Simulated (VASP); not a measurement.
# Zn (I4/mmm) in VASP: further runs

One crystal, Zn, is run at these levels: PBEsol; tasks: single point.

Everything below comes from runs of VASP 6.6.1. Logs are shortened: lines on timing, memory, paths and dates and some standing lists are left out, and cuts for length are marked.

### 1 Starting point

Symmetry: I4/mmm, No. 139, tetragonal system. The conventional cell has a = 3.019 Å, b = 3.019 Å, c = 3.330 Å, α = 90.00°, β = 90.00°, γ = 90.00°. Zn (site symmetry 4/mmm) is surrounded by 12 Zn at 2.71 to 3.02 Å.

This isn't the form of Zn at room conditions, which is hcp.

### 2 Single point, PBEsol

The input, INCAR:

```
SYSTEM = Zn
ALGO = Fast
EDIFF = 1E-6
ENCUT = 520
GGA = PS
ISIF = 2
ISMEAR = 0
LASPH = .TRUE.
LCHARG = .FALSE.
LREAL = .FALSE.
LWAVE = .FALSE.
NBANDS = 12
NELM = 100
PREC = Accurate
SIGMA = 0.15
```

The input, KPOINTS:

```
k-points
0
G
  22 22 22
  0 0 0
```

The input, POSCAR:

```
Zn
1.0
    0.0000000000      2.1344280041      1.6648538432
    2.1344280041      0.0000000000      1.6648538432
    2.1344280041      2.1344280041      0.0000000000
Zn
1
Direct
    0.0000000000      0.0000000000      0.0000000000
```

Potentials or basis: VASP PAW PBE potentials, release 64 (Zn).

Run with:

```bash
$ cat potpaw_PBE.64/Zn/POTCAR > POTCAR
$ mpirun -np 1 vasp_std > vasp.out
```

OUTCAR:

```text
SYSTEM = Zn
   EDIFF = 1E-6
   ENCUT = 520
   GGA = PS
   ISIF = 2
   ISMEAR = 0
   LASPH = .TRUE.
   LREAL = .FALSE.
   NELM = 100
   PREC = Accurate

 ion  position               nearest neighbor table
   1  0.000  0.000  0.000-

  LATTYP: Found a body centered tetragonal cell.
 ALAT       =     3.0185370313
 C/A-ratio  =     1.1030865787

  Lattice vectors:

 A1 = (   0.0000000000,  -2.1344280041,  -1.6648538432)
 A2 = (   0.0000000000,   2.1344280041,  -1.6648538432)
 A3 = (   2.1344280041,   0.0000000000,   1.6648538432)

Analysis of symmetry for initial positions (statically):
=====================================================================
 Subroutine PRICEL returns:
 Original cell was already a primitive cell.

 Routine SETGRP: Setting up the symmetry group for a
 body centered tetragonal supercell.

 Subroutine GETGRP returns: Found 16 space group operations
 (whereof 16 operations were pure point group operations)
 out of a pool of 16 trial point group operations.

The static configuration has the point symmetry D_4h.

Analysis of symmetry for dynamics (positions and initial velocities):
=====================================================================
 Subroutine PRICEL returns:
 Original cell was already a primitive cell.

 Routine SETGRP: Setting up the symmetry group for a
 body centered tetragonal supercell.

 Subroutine GETGRP returns: Found 16 space group operations
 (whereof 16 operations were pure point group operations)
 out of a pool of 16 trial point group operations.

The dynamic configuration has the point symmetry D_4h.

 Subroutine INISYM returns: Found 16 space group operations
 (whereof 16 operations are pure point group operations),
 and found     1 'primitive' translations

----------------------------------------------------------------------------------------

                                     Primitive cell

  volume of cell :      15.1694

  direct lattice vectors                    reciprocal lattice vectors
     0.000000000  2.134428004  1.664853843    -0.234254798  0.234254798  0.300326664
     2.134428004  0.000000000  1.664853843     0.234254798 -0.234254798  0.300326664
     2.134428004  2.134428004  0.000000000     0.234254798  0.234254798 -0.300326664

  length of vectors
     2.706939457  2.706939457  3.018537031     0.447154028  0.447154028  0.447154028
[... 85 lines left out ...]
   ISIF   =      2    stress and relaxation
   ISYM   =      2    0-nonsym 1-usesym 2-fastsym
   POTIM  = 0.5000    time-step for ionic-motion
   TEBEG  =    0.0;   TEEND  =   0.0 temperature during run
   PSTRESS=    0.0 pullay stress
   NELECT =      12.0000    total number of electrons
   NUPDOWN=      -1.0000    fix difference up-down
   EMIN   =  10.00;   EMAX   =-10.00  energy-range for DOS
   EFERMI =   0.00;   METHOD = LEGACY
   ISMEAR =     0;   SIGMA  =   0.15  broadening in eV -4-tet -1-fermi 0-gaus
   EFERMI_NEDOS =   21; number of points for ismear=-14 and -15
   IALGO  =     68    algorithm
   IMIX   =      4    mixing-type and parameters
     AMIX     =   0.40;   BMIX     =  1.00
     AMIX_MAG =   1.60;   BMIX_MAG =  1.00
  volume/ion in A,a.u.               =      15.17       102.37
  Fermi-wavevector in a.u.,A,eV,Ry     =   1.514069  2.861175 31.190044  2.292404
  Thomas-Fermi vector in A             =   2.623775
   LORBIT       =      0    0 simple, 1 ext, 2 COOP (PROOUT), +10 PAW based schemes
   GGA     = PS    functional components
   LHFCALC =     F    Hartree Fock is set to
   AEXX    =    0.0000 exact exchange contribution
   IVDW    =     0    specifies the selected vdW correction
   LEPSILON=     F    determine dielectric tensor
   LRPA    =     F    only Hartree local field effects (RPA)
 non-spin polarized calculation
 RMM-DIIS sequential band-by-band and
 Gauss-broadening in eV      SIGMA  =   0.15
  energy-cutoff  :      520.00
  volume of cell :       15.17
 maximum number of plane-waves:       426
   NGX = 11   NGY = 11   NGZ = 11

 number of electron      11.9999995 magnetization

 Free energy of the ion-electron system (eV)
  ---------------------------------------------------
  ext. energy  EPLUGINS =         0.00000000
  ---------------------------------------------------
  free energy    TOTEN  =        -1.49773410 eV

  energy without entropy =       -1.49441609  energy(sigma->0) =       -1.49607509

 E-fermi :   3.0885     XC(G=0): -11.7262

 val. band max:        3.0776958424   @ k =  -0.3182   0.3636   0.2727
 cond. band min:       3.0914527588   @ k =  -0.3636   0.0455   0.2273
 fundamental gap:      0.0137569164
 Fermi energy:         3.0885293805

 k-point     1 :       0.0000    0.0000    0.0000
  band No.  band energies     occupation
      1      -7.4539      2.00000
      2      -4.7679      2.00000
      3      -4.7679      2.00000
      4      -4.6030      2.00000
      5      -4.3072      2.00000
      6      -4.1595      2.00000
      7      21.5342      0.00000
      8      22.0215      0.00000
      9      22.0215      0.00000
     10      22.8928      0.00000
     11      24.7054      0.00000
     12      24.7067      0.00000
[... 331 lines left out ...]
 k-point    24 :      -0.4545    0.0455    0.0000
  band No.  band energies     occupation
      1      -5.3815      2.00000
      2      -4.9351      2.00000
      3      -4.3801      2.00000
      4      -4.1675      2.00000
      5      -3.9091      2.00000
      6      -0.4180      2.00000
      7       2.6140      1.99999
      8      14.9919      0.00000
      9      16.5578      0.00000
     10      19.7192      0.00000
     11      20.9640      0.00000
     12      25.0107      0.00000

 [... further k-points ...]

------------------------ aborting loop because EDIFF is reached ----------------------------------------

  FORCE on cell =-STRESS in cart. coord.  units (eV):
  Direction    XX          YY          ZZ          XY          YZ          ZX
  --------------------------------------------------------------------------------------
  -------------------------------------------------------------------------------------
  Total       -0.5084002     -0.5084002     -0.1148493      0.0000000      0.0000000      0.0000000
  in kB      -53.6966418    -53.6966418    -12.1302553      0.0000000      0.0000000      0.0000000
  external PRESSURE =     -39.8411797 kB  Pullay stress =       0.0000000 kB

 VOLUME and BASIS-vectors are now :
 -----------------------------------------------------------------------------
  energy-cutoff  :      520.00
  volume of cell :       15.17
      direct lattice vectors                 reciprocal lattice vectors
     0.000000000  2.134428004  1.664853843    -0.234254798  0.234254798  0.300326664
     2.134428004  0.000000000  1.664853843     0.234254798 -0.234254798  0.300326664
     2.134428004  2.134428004  0.000000000     0.234254798  0.234254798 -0.300326664

 POSITION                                       TOTAL-FORCE (eV/Angst)
 -----------------------------------------------------------------------------------
      0.00000      0.00000      0.00000         0.000000      0.000000      0.000000
 -----------------------------------------------------------------------------------
    total drift:                                0.000000     -0.000000     -0.000000

  FREE ENERGIE OF THE ION-ELECTRON SYSTEM (eV)
  ---------------------------------------------------
  free  energy   TOTEN  =        -1.4977340971 eV

  energy  without entropy=       -1.4944160902  energy(sigma->0) =       -1.49607509
```

OSZICAR:

```text
N       E                     dE             d eps       ncg     rms          rms(c)
DAV:   1     0.418365665484E+02    0.41837E+02   -0.65569E+03 20612   0.157E+03
DAV:   2    -0.371840685063E+00   -0.42208E+02   -0.39592E+02 20880   0.213E+02
DAV:   3    -0.163143097053E+01   -0.12596E+01   -0.12576E+01 22996   0.367E+01
DAV:   4    -0.163428394373E+01   -0.28530E-02   -0.28529E-02 22048   0.170E+00
DAV:   5    -0.163428598977E+01   -0.20460E-05   -0.20462E-05 22748   0.445E-02    0.292E+00
RMM:   6    -0.150735438245E+01    0.12693E+00   -0.31923E-01 24486   0.758E+00    0.225E+00
RMM:   7    -0.150124574355E+01    0.61086E-02   -0.10270E-02 25454   0.155E+00    0.109E+00
RMM:   8    -0.149778763181E+01    0.34581E-02   -0.17531E-03 24045   0.379E-01    0.666E-02
RMM:   9    -0.149774379187E+01    0.43840E-04   -0.49722E-04 25977   0.347E-01    0.617E-02
RMM:  10    -0.149773404659E+01    0.97453E-05   -0.31517E-05 25618   0.659E-02    0.495E-03
RMM:  11    -0.149773409705E+01   -0.50460E-07   -0.25865E-06 19613   0.179E-02
   1 F= -.14977341E+01 E0= -.14960751E+01  d E =-.331801E-02
```

stdout:

```text
POSCAR found type information on POSCAR Zn
 POSCAR found :  1 types and       1 ions
 scaLAPACK will be used
 -----------------------------------------------------------------------------
|                                                                             |
|                                                                             |
|     You enforced a specific xc type in the INCAR file but a different       |
|     I HOPE YOU KNOW WHAT YOU ARE DOING!                                     |
|                                                                             |
 -----------------------------------------------------------------------------

 LDA part: xc-table for (Slater+PW92), standard interpolation
 POSCAR, INCAR and KPOINTS ok, starting setup
 FFT: planning ... GRIDC
 FFT: planning ... GRID_SOFT
 FFT: planning ... GRID
 WAVECAR not read
 entering main loop
WARNING in EDDRMM: call to ZHEGV failed, returncode =   8  4     10
WARNING in EDDRMM: call to ZHEGV failed, returncode =   6  3     10
WARNING in EDDRMM: call to ZHEGV failed, returncode =   6  3     12
```

Run time: 3.6 min. Hardware: 1 thread of AMD EPYC 7R43 (Zen 3), shared host; peak memory 0.21 GiB.

What came out:

* Free energy: -1.4977 eV
* Pressure: -4.0 GPa
* Band gap on the k mesh: none (metal or under the smearing width)

Stress tensor (GPa, compression positive):
```
-5.37  0.00  0.00
 0.00 -5.37  0.00
 0.00  0.00 -1.21
```

Caveat: the PAW data sets were made with another functional, which shifts forces and pressure a little.

### 3 Single point, PBEsol

This run uses another cell than the first one, of the same volume but with other edges.

The input, INCAR:

```
SYSTEM = Zn
  PREC = Accurate
  ENCUT = 520
  EDIFF = 1E-6
  ISMEAR = 0
  SIGMA = 0.15
  LREAL = .False.
  LASPH = .True.
  NELM = 100
  ALGO = Fast
  ISIF = 2
  LWAVE = .False.
  LCHARG = .False.
  GGA = PS
  NBANDS = 12
```

The input, KPOINTS:

```
regular mesh
0
Gamma
  22 22 22
  0 0 0
```

The input, POSCAR:

```
Zn
1.0
    0.0000000000      1.8002463004      2.3403201905
    1.8002463004      0.0000000000      2.3403201905
    1.8002463004      1.8002463004      0.0000000000
Zn
1
Direct
    0.0000000000      0.0000000000      0.0000000000
```

Potentials or basis: VASP PAW PBE potentials, release 64 (Zn).

Run with:

```bash
$ cat potpaw_PBE.64/Zn/POTCAR > POTCAR
$ mpirun -np 1 vasp_std > vasp.out
```

OUTCAR:

```text
SYSTEM = Zn
   PREC = Accurate
   ENCUT = 520
   EDIFF = 1E-6
   ISMEAR = 0
   LREAL = .False.
   LASPH = .True.
   NELM = 100
   ISIF = 2
   GGA = PS

 ion  position               nearest neighbor table
   1  0.000  0.000  0.000-

  LATTYP: Found a body centered tetragonal cell.
 ALAT       =     2.5459327336
 C/A-ratio  =     1.8384776311

  Lattice vectors:

 A1 = (  -1.8002463004,   0.0000000000,   2.3403201905)
 A2 = (   1.8002463004,   0.0000000000,   2.3403201905)
 A3 = (   0.0000000000,   1.8002463004,  -2.3403201905)

Analysis of symmetry for initial positions (statically):
=====================================================================
 Subroutine PRICEL returns:
 Original cell was already a primitive cell.

 Routine SETGRP: Setting up the symmetry group for a
 body centered tetragonal supercell.

 Subroutine GETGRP returns: Found 16 space group operations
 (whereof 16 operations were pure point group operations)
 out of a pool of 16 trial point group operations.

The static configuration has the point symmetry D_4h.

Analysis of symmetry for dynamics (positions and initial velocities):
[... 171 lines left out ...]
      3      -4.7213      2.00000
      4      -4.4080      2.00000
      5      -4.4080      2.00000
      6      -4.0352      2.00000
      7      19.1867      0.00000
      8      21.5541      0.00000
      9      21.5541      0.00000
     10      22.8294      0.00000
     11      22.8977      0.00000
     12      23.3134      0.00000
[... 331 lines left out ...]
 k-point    24 :      -0.4545    0.0455    0.0000
  band No.  band energies     occupation
      1      -5.4058      2.00000
      2      -5.0188      2.00000
      3      -4.4459      2.00000
      4      -4.0994      2.00000
      5      -4.0067      2.00000
      6       0.0070      2.00000
      7       2.0775      2.00000
      8      12.4071      0.00000
      9      17.9649      0.00000
     10      22.3537      0.00000
     11      23.4827      0.00000
     12      25.7325      0.00000

 [... further k-points ...]

------------------------ aborting loop because EDIFF is reached ----------------------------------------

  FORCE on cell =-STRESS in cart. coord.  units (eV):
  Direction    XX          YY          ZZ          XY          YZ          ZX
  --------------------------------------------------------------------------------------
  -------------------------------------------------------------------------------------
  Total        0.2487230      0.2487230     -0.6327062      0.0000000     -0.0000000     -0.0000000
  in kB       26.2698373     26.2698373    -66.8256992      0.0000000     -0.0000000     -0.0000000
  external PRESSURE =      -4.7620082 kB  Pullay stress =       0.0000000 kB

 VOLUME and BASIS-vectors are now :
 -----------------------------------------------------------------------------
  energy-cutoff  :      520.00
  volume of cell :       15.17
      direct lattice vectors                 reciprocal lattice vectors
     0.000000000  1.800246300  2.340320190    -0.277739774  0.277739774  0.213645980
     1.800246300  0.000000000  2.340320190     0.277739774 -0.277739774  0.213645980
     1.800246300  1.800246300  0.000000000     0.277739774  0.277739774 -0.213645980

 POSITION                                       TOTAL-FORCE (eV/Angst)
 -----------------------------------------------------------------------------------
      0.00000      0.00000      0.00000        -0.000000     -0.000000      0.000000
 -----------------------------------------------------------------------------------
    total drift:                               -0.000000     -0.000000     -0.000000

  FREE ENERGIE OF THE ION-ELECTRON SYSTEM (eV)
  ---------------------------------------------------
  free  energy   TOTEN  =        -1.4306664101 eV

  energy  without entropy=       -1.4271335662  energy(sigma->0) =       -1.42889999
```

Run time: 5.5 min. Hardware: 1 thread of AMD EPYC 7R43 (Zen 3), shared host; peak memory 0.21 GiB.

Results:

```yaml
Free_energy: -1.4307 eV
Pressure: -0.5 GPa
Band_gap_on_the_k_mesh: none (metal or under the smearing width)
```

Caveat: the PAW data sets were made with another functional, which shifts forces and pressure a little.

### 4 Single point, PBEsol

This run uses another cell than the first one, of the same volume but with other edges.

The input, INCAR:

```
ALGO = Fast
EDIFF = 1E-6
ENCUT = 520
GGA = PS
ISIF = 2
ISMEAR = 0
LASPH = True
LCHARG = False
LREAL = False
LWAVE = False
NBANDS = 12
NELM = 100
PREC = Accurate
SIGMA = 0.15
```

The input, KPOINTS:

```
k-points
0
Gamma
  22 22 22
```

The input, POSCAR:

```
Zn
1.0
    0.0000000000      2.0741495628      1.7630271284
    2.0741495628      0.0000000000      1.7630271284
    2.0741495628      2.0741495628      0.0000000000
Zn
1
Direct
    0.0000000000      0.0000000000      0.0000000000
```

Run with:

```bash
$ cat potpaw_PBE.64/Zn/POTCAR > POTCAR
$ mpirun -np 1 vasp_std > vasp.out
```

It took 3.7 min on 1 thread of AMD EPYC 7R43 (Zen 3), shared host; peak memory 0.21 GiB.

Results (log left out):

```yaml
Free_energy: -1.5202 eV
Pressure: -4.3 GPa
Band_gap_on_the_k_mesh: none (metal or under the smearing width)
```

Stress tensor (GPa, compression positive):
```
-5.52  0.00  0.00
 0.00 -5.52  0.00
 0.00  0.00 -1.89
```

Levels at points of the mesh, in eV from the Fermi level:
| k point | band 4 | band 5 | band 6 | band 7 | band 8 | band 9 |
| --- | --- | --- | --- | --- | --- | --- |
| (0.00, 0.00, 0.00) | -7.49 | -7.42 | -7.17 | 18.17 | 18.60 | 18.60 |
| (0.50, 0.00, 0.00) | -7.10 | -6.92 | -2.93 | -1.36 | 13.12 | 14.54 |
| (0.50, 0.50, 0.00) | -6.93 | -6.93 | 1.00 | 4.47 | 6.27 | 6.27 |
| (0.50, 0.00, 0.50) | -7.06 | -6.86 | -1.91 | 0.38 | 9.32 | 10.11 |

Caveat: the PAW data sets were made with another functional, which shifts forces and pressure a little.
